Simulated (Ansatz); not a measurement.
NiO:

```
CELL_PARAMETERS angstrom
0.00000 2.08590 2.08590
2.08590 0.00000 2.08590
2.08590 2.08590 0.00000
ATOMIC_POSITIONS crystal
Ni 0.00000 0.00000 0.00000
O 0.50000 0.50000 0.50000
```

Base run:

* Program: Ansatz 0.2.0
* Functional: r2SCAN
* Potentials or basis: Ansatz PAW
* Cutoff: 500 eV (not typed: the program's choice for these potentials)
* k mesh: 11 × 11 × 11
* Occupations: fermi-dirac, width 0.05 eV
* Spin: collinear spin, ferromagnetic start
* Starting moments: [1.0, 0.0] μB

Its results: band gap on the k mesh 0.82 eV, indirect (least direct gap 1.77 eV); pressure 2.7 GPa; net moment 2.00 μB per cell; site moments Ni +1.67; O +0.29 μB.

Task: The run is repeated on the same cell with these changes: functional from r2SCAN to PBE; cutoff from 500 eV (not typed: the program's choice for these potentials) to 420 eV (not typed: the program's choice for these potentials). What comes out?

Result: Band gap on the k mesh none (metal or under the smearing width); pressure 5.7 GPa; net moment 1.73 μB per cell; site moments Ni +1.40; O +0.27 μB.

r2SCAN gives the wider gap, since meta-GGAs in the generalised Kohn-Sham scheme recover part of the derivative discontinuity.

Caveats: a cell with one magnetic atom can't hold antiferromagnetic order, which such compounds often take; the magnetic or orbital state may not be the lowest (some runs); odd divisions of the mesh miss points on the zone boundary, where band edges often lie, so the gap on the mesh can be too wide (some runs); the PAW data sets come from PBE, with cores solved anew for the run's functional, which leaves a small shift of forces and pressure (some runs); semilocal functionals often make such compounds metallic where correlation or magnetic order opens a gap, which also shifts bond lengths (some runs).

A k mesh can miss the band edges.
